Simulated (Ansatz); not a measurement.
Computed with DFT PBE, scalar-relativistic, plane waves, PAW (Ansatz 0.2.0). Settings: cutoff 420 eV, Γ-centred meshes spaced at most about 0.3 Å⁻¹ (2π included), Gaussian smearing. No spin polarisation.

All energies are static (0 K, no zero-point motion).

Two forms of InGa3P4 were relaxed alike.

A.

```yaml
crystal:
  lattice:
    - [5.62090, 0.00000, 0.00000]
    - [0.00000, 5.62090, 0.00000]
    - [0.00000, 0.00000, 5.62090]
  atoms:
    - { symbol: In, position: [0.50000, 0.50000, 0.50000] }
    - { symbol: Ga, position: [0.00000, 0.00000, 0.50000] }
    - { symbol: Ga, position: [0.00000, 0.50000, 0.00000] }
    - { symbol: Ga, position: [0.50000, 0.00000, 0.00000] }
    - { symbol: P, position: [0.76001, 0.76001, 0.76001] }
    - { symbol: P, position: [0.76001, 0.23999, 0.23999] }
    - { symbol: P, position: [0.23999, 0.76001, 0.23999] }
    - { symbol: P, position: [0.23999, 0.23999, 0.76001] }
```

B.

```yaml
crystal:
  lattice:
    - [3.96537, 0.00000, 0.00000]
    - [0.00000, 3.96537, 0.00000]
    - [0.00000, 0.00000, 11.28802]
  atoms:
    - { symbol: In, position: [0.50000, 0.50000, 0.00000] }
    - { symbol: Ga, position: [0.00000, 0.00000, 0.74024] }
    - { symbol: Ga, position: [0.00000, 0.00000, 0.25976] }
    - { symbol: Ga, position: [0.50000, 0.50000, 0.50000] }
    - { symbol: P, position: [0.50000, 0.00000, 0.85914] }
    - { symbol: P, position: [0.00000, 0.50000, 0.14086] }
    - { symbol: P, position: [0.50000, 0.00000, 0.37995] }
    - { symbol: P, position: [0.00000, 0.50000, 0.62005] }
```

Problem. Which placement of the atoms is lower in energy, and by how much?

Solution. They are level within the accuracy (3 meV/atom apart, with B the lower in these runs). The two share one framework of sites and differ in which element sits where. A has In and Ga ordered on zinc blende sites, space group P-43m (No. 215), 22.2 Å³/atom and a gap of 1.05 eV on its mesh; B has In and Ga ordered on zinc blende sites, space group P-4m2 (No. 115), 22.2 Å³/atom and a gap of 1.11 eV. Counting P atoms around Ga and In (those within 1.25 times the shortest such distance or 1.15 times the sum of covalent radii, 1.27 where that leaves under three), A and B both have In 4, Ga 4. Both come from invented guesses. Shaken at random and relaxed again, A came back. Shaken at random and relaxed again, B came back. The lowest form computed isn't among them: it has In and Ga ordered on zinc blende sites, space group I-42m (No. 121), 22.2 Å³/atom and lies 5 meV/atom below the best shown. Checks on A: no imaginary mode at Γ (other wave vectors untested). Checks on B: phonons real on a 2×2×1 q mesh, imaginary between its points (to 18i cm⁻¹, which can come from the interpolation).

Kohn–Sham gaps at this level usually fall short of measured ones.
